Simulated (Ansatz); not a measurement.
The system is MnO2.

```
Mn O
1.0
     1.42843    0.82471    4.58393
    -1.42843    0.82471    4.58393
     0.00000   -1.64941    4.58393
Mn O
1 2
Cartesian
  0.0000 0.0000 0.0000
  0.0000 0.0000 10.1163
  0.0000 0.0000 3.6355
```

Measurements of this composition are mostly on another form, of space group No. 136.

```yaml
Program: Ansatz 0.2.0
Task: single point
Functional: PBE
Potentials_or_basis: Ansatz PAW
Cutoff: "420 eV (not typed: the program's choice for these potentials)"
k_mesh: 11 × 11 × 11
Occupations: fermi-dirac, width 0.05 eV
Spin: collinear spin, ferromagnetic start
Starting_moments: "[4.0, 0.0, 0.0] μB"
```

On this cell: pressure 4.9 GPa; largest force 0.215 eV/Å; net moment 3.00 μB per cell; site moments Mn +2.49; O +0.05 μB; band gap on the k mesh 0.88 eV, indirect (least direct gap 0.95 eV).

The same run follows on a disturbed copy (atoms moved at random, drawn with an rms of 0.05 Å):

```
Mn O
1.0
     1.42843    0.82471    4.58393
    -1.42843    0.82471    4.58393
     0.00000   -1.64941    4.58393
Mn O
1 2
Direct
  0.00594 0.02644 0.97618
  0.72510 0.72067 0.75401
  0.26501 0.25767 0.27476
```

**Question.** What does the disturbed cell give?

**Answer.** The energy moves by +49.4 meV/atom; pressure 10.8 GPa; largest force 2.135 eV/Å; net moment 3.00 μB per cell; site moments Mn +2.37; O +0.07, +0.05 μB; band gap on the k mesh 0.74 eV, indirect (least direct gap 0.75 eV).

Forces on the atoms (eV/Å):
```
Mn   0.645 -1.533 -1.338
O   -0.448  1.052  1.602
O   -0.198  0.481 -0.264
```

Stress tensor (GPa, compression positive):
```
12.61 -0.94 -0.99
-0.94  9.68  2.23
-0.99  2.23 10.21
```

Caveats: odd divisions of the mesh miss points on the zone boundary, where band edges often lie, so the gap on the mesh can be too wide; a cell with one magnetic atom can't hold antiferromagnetic order, which such compounds often take.

A k mesh can miss the band edges.
